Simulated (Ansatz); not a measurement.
PbS, space group Aem2, an SCF with some post-processing

Computed with Ansatz 0.2.0 through its Python package.

Run as a notebook:

```python
import ansatz as az
from ase.data import atomic_numbers
import numpy as np
import pandas as pd
from pymatgen.core import Structure
from scipy.ndimage import map_coordinates
import spglib
```

```python
xtal = (
    az.Lattice.from_parameters(11.298277, 4.250105, 4.250105, alpha=89.96557, beta=90.0, gamma=90.0)
    .atom("Pb", (0.62458, 0.25664, 0.75664))
    .atom("Pb", (0.37542, 0.75664, 0.25664))
    .atom("S", (0.61368, 0.76436, 0.26436))
    .atom("S", (0.38632, 0.26436, 0.76436))
)
```

```python
model = (
    xtal.calculation()
    .functional(az.Functional.PBESOL)
    .kpoints(spacing=0.44)
    .occupations("Fixed")
    .bader_charges()
    .density()
    .band_table()
)
history = []
res = model.session().plan().execute(on_event=lambda event: history.append(event["data"]["dr2_ev"]) if event["event"] == "scf_iter" else None)
summary = res.report

summary["n_electrons"]
```

    DeckWarning: basis.ecutwfc = 420 eV, auto-derived from the records' recommended cutoffs: set by Pb (normal level)
    40.0

```python
print("density residual by iteration (eV):", " ".join(f"{value:.1e}" for value in history[:40]))
```

    density residual by iteration (eV): 4.7e-02 5.1e-03 9.5e-04 7.4e-05 7.7e-06 3.4e-07 7.8e-09

```python
for key in ("converged", "n_iterations", "n_electrons", "n_kpoints", "n_pw", "n_symmetry_ops", "free_energy_ev", "fermi_energy_ev"):
    print(f"{key:18s} {summary[key]}")

basins = res.bader_charges()
frame = pd.DataFrame([(a.symbol, a.partial_charge_e, a.basin.volume_ang3) for a in basins.atoms], columns=["atom", "charge (e)", "volume (A^3)"])
print(frame.round(3).to_string())
print("sum of charges", round(frame["charge (e)"].sum(), 4), " sum of volumes", round(frame["volume (A^3)"].sum(), 3))
```

    converged          True
    n_iterations       7
    n_electrons        40.0
    n_kpoints          14
    n_pw               3973
    n_symmetry_ops     4
    free_energy_ev     -25281.434456342875
    fermi_energy_ev    1.4113865424460377
      atom  charge (e)  volume (A^3)
    0   Pb       0.947        29.398
    1   Pb       0.947        29.398
    2    S      -0.947        30.952
    3    S      -0.947        30.952
    sum of charges 0.0  sum of volumes 120.701

```python
spg_cell = (res.lattice.cell_ang, [s.position_frac for s in res.lattice.sites], [atomic_numbers[s.symbol] for s in res.lattice.sites])
# space group as spglib finds it
for tolerance in (1e-5, 1e-3, 1e-1):
    print(f"symprec {tolerance:g} A: {spglib.get_spacegroup(spg_cell, symprec=tolerance)}")
print("operations used by the run:", summary["n_symmetry_ops"])

final = Structure(res.lattice.cell_ang, [s.symbol for s in res.lattice.sites], [s.position_frac for s in res.lattice.sites])
# count neighbours out to a fixed multiple of the shortest distance
for index, (site, neighbours) in enumerate(zip(final, final.get_all_neighbors(5.5))):
    first = min(n.nn_distance for n in neighbours)
    shell = [n for n in neighbours if n.nn_distance < 1.15 * first]
    mean = sum(n.nn_distance for n in shell) / len(shell)
    print(f"atom {index} {site.specie.symbol}: {len(shell)} neighbours within 1.15 of the shortest distance, mean {mean:.3f} A")
```

    symprec 1e-05 A: Aem2 (39)
    symprec 0.001 A: Aem2 (39)
    symprec 0.1 A: P4/nmm (129)
    operations used by the run: 4
    atom 0 Pb: 5 neighbours within 1.15 of the shortest distance, mean 2.945 A
    atom 1 Pb: 5 neighbours within 1.15 of the shortest distance, mean 2.945 A
    atom 2 S: 5 neighbours within 1.15 of the shortest distance, mean 2.945 A
    atom 3 S: 5 neighbours within 1.15 of the shortest distance, mean 2.945 A

```python
# smooth valence density along the shortest bond of atom 0
rho = res.density()
total = sum(channel.density_e_per_ang3 for channel in rho.channels[:2])
grid_cell = np.asarray(rho.fft_grid_basis) @ res.lattice.cell_ang
partner = min(final.get_neighbors(final[0], 5.0), key=lambda n: n.nn_distance)
line = np.linspace(final[0].coords, partner.coords, 9)
points = (line @ np.linalg.inv(grid_cell)) * rho.dims
values = map_coordinates(total, points.T, order=3, mode="grid-wrap")
print(f"from {final[0].specie} to {partner.specie}, {partner.nn_distance:.3f} A")
for t, value in zip(np.linspace(0, partner.nn_distance, 9), values):
    print(f"{t:7.3f} A  {value:9.4f} e/A^3")
```

    from Pb to S, 2.692 A
      0.000 A    10.2871 e/A^3
      0.337 A     6.9221 e/A^3
      0.673 A     2.5247 e/A^3
      1.010 A     0.6510 e/A^3
      1.346 A     0.3750 e/A^3
      1.683 A     0.5993 e/A^3
      2.019 A     1.0989 e/A^3
      2.356 A     0.7548 e/A^3
      2.692 A    -0.0273 e/A^3

```python
# direct or indirect, as far as the mesh can tell
levels = np.array(summary["eigenvalues_ev"])
filled = round(summary["n_electrons"] / 2)
top, bottom = levels[:, filled - 1], levels[:, filled]
print("top of band", filled, "at k =", summary["kpoints_frac"][top.argmax()], f"{top.max():.4f} eV")
print("bottom of band", filled + 1, "at k =", summary["kpoints_frac"][bottom.argmin()], f"{bottom.min():.4f} eV")
print(f"gap by band count {bottom.min() - top.max():.3f} eV, least direct gap {(bottom - top).min():.3f} eV")
```

    top of band 20 at k = [0.0, 0.0, -0.5] 1.4114 eV
    bottom of band 21 at k = [-0.5, 0.0, -0.5] 3.4286 eV
    gap by band count 2.017 eV, least direct gap 2.017 eV

Notes:
- Absolute energies stand on the zero of these potentials, so only differences at equal settings mean something. A total without «per atom» is that of the cell as typed.
- Spin-orbit coupling, left out here, can change this gap by several tenths of an eV, and inverted bands can meet off the mesh.
- The cell holds layers, chains or clusters in vacuum, no bulk phase.
- The computed bands are complete only to about 3.1 eV above the Fermi level.
- Under fixed occupations the level called the Fermi level is the highest filled one on the SCF mesh; off the mesh a filled band can lie a little above it.
- An absolute Fermi energy rests on an arbitrary zero of the periodic potential and has no direct meaning.
- Bader volumes count only the part of each basin above a small density, so their sum can fall short of the cell.
- Points of the mesh across the vacuum add cost only.
- Grid values close to the nuclei reflect the PAW or pseudopotential construction, not the all-electron fields.
- The structure comes from a database of computed cells and needn't be a stable or known phase.
- Levels are Kohn-Sham eigenvalues on this mesh, without spin-orbit coupling.
- Warnings are shown shortened and without file and line.
- Hardware and time: 35 s on 1 thread of Arm Neoverse V1, on a shared host, peak memory 0.48 GiB.
